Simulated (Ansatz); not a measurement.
## C: relaxation of cell and atoms with PBEsol+D3(BJ)

C:

```xyz
8
Lattice="2.5221 0.0000 0.0000 -1.2611 2.1842 0.0000 0.0000 0.0000 8.2371" Properties=species:S:1:pos:R:3 pbc="T T T"
C     1.2611    0.7281    6.9501
C     0.0000    1.4561    2.8315
C     1.2611    0.7281    5.4056
C     0.0000    1.4561    1.2870
C     0.0000    0.0000    7.4649
C     0.0000    0.0000    3.3463
C     0.0000    0.0000    4.8908
C     0.0000    0.0000    0.7722
```

This is a hexagonal form of diamond, not graphite.

```yaml
Program: Ansatz 0.2.0
Task: relaxation of cell and atoms
Functional: PBEsol
Dispersion: D3(BJ)
Potentials_or_basis: Ansatz PAW
Cutoff: "420 eV (not typed: the program's choice for these potentials)"
k_mesh: 12 × 12 × 4
Occupations: fermi-dirac, width 0.05 eV
Spin: no spin polarisation
```

The relaxed volume is 5.57 Å³/atom. The relaxed cell is a = 2.498 Å, b = 2.498 Å, c = 8.242 Å, α = 90.00°, β = 90.00°, γ = 120.00°. The space group after relaxing (to 0.05 Å) is P6_3/mmc (No. 194). The energy gained by relaxing is 5.1 meV/atom and the ionic steps are 8. The pressure after relaxing is 0.0 GPa. The band gap on the k mesh is 4.46 eV, indirect (least direct gap 5.29 eV).

Step by step:
```csv
step,energy change (eV),largest force (eV/Å),volume (Å³)
1,0.0000,0.3307,45.38
2,-0.0355,0.3582,44.87
3,-0.0446,0.1358,44.61
4,-0.0456,0.0078,44.56
5,-0.0456,0.0003,44.57
6,-0.0409,0.0012,44.57
7,-0.0410,0.0001,44.55
8,-0.0409,0.0001,44.55
```

Final structure:
```yaml
crystal:
  lattice:
    - [2.49833, 0.00000, 0.00000]
    - [-1.24917, 2.16362, 0.00000]
    - [0.00000, 0.00000, 8.24161]
  atoms:
    - { symbol: C, position: [0.66667, 0.33333, 0.84444] }
    - { symbol: C, position: [0.33333, 0.66667, 0.34444] }
    - { symbol: C, position: [0.66667, 0.33333, 0.65556] }
    - { symbol: C, position: [0.33333, 0.66667, 0.15556] }
    - { symbol: C, position: [0.00000, 0.00000, 0.90705] }
    - { symbol: C, position: [0.00000, 0.00000, 0.40705] }
    - { symbol: C, position: [0.00000, 0.00000, 0.59295] }
    - { symbol: C, position: [0.00000, 0.00000, 0.09295] }
```

Levels at points of the mesh, in eV from the valence-band top:
| k point | band 12 | band 13 | band 14 | band 15 | band 16 | band 17 | band 18 | band 19 | band 20 | band 21 |
| --- | --- | --- | --- | --- | --- | --- | --- | --- | --- | --- |
| (0.00, 0.00, 0.00) | -1.77 | -1.77 | -0.25 | 0.00 | 0.00 | 5.29 | 5.29 | 5.46 | 7.12 | 7.12 |
| (0.00, 0.00, -0.50) | -2.70 | -0.67 | -0.67 | -0.67 | -0.67 | 6.07 | 6.07 | 6.07 | 6.07 | 6.73 |
| (0.00, -0.50, 0.00) | -5.15 | -5.06 | -4.78 | -3.78 | -3.04 | 4.51 | 5.50 | 5.92 | 5.94 | 6.67 |
| (0.00, -0.50, -0.50) | -6.15 | -4.86 | -4.86 | -3.76 | -3.76 | 4.85 | 4.85 | 6.89 | 6.89 | 7.56 |

It took 8.8 s on 4 threads of Intel(R) Xeon(R) Platinum 8259CL CPU @ 2.50GHz (Skylake/Cascade Lake) (shared host), peak memory 0.43 GiB.

Caveat: the plane-wave basis is chosen anew once the cell has moved, so the energies of steps on either side of that aren't comparable; the pressure holds a Pulay correction of +1.0 GPa for the finite cutoff; the PAW data sets come from PBE, with cores solved anew for the run's functional, which leaves a small shift of forces and pressure. Expect the measured gap to be larger: semilocal functionals such as PBEsol lack the derivative discontinuity.
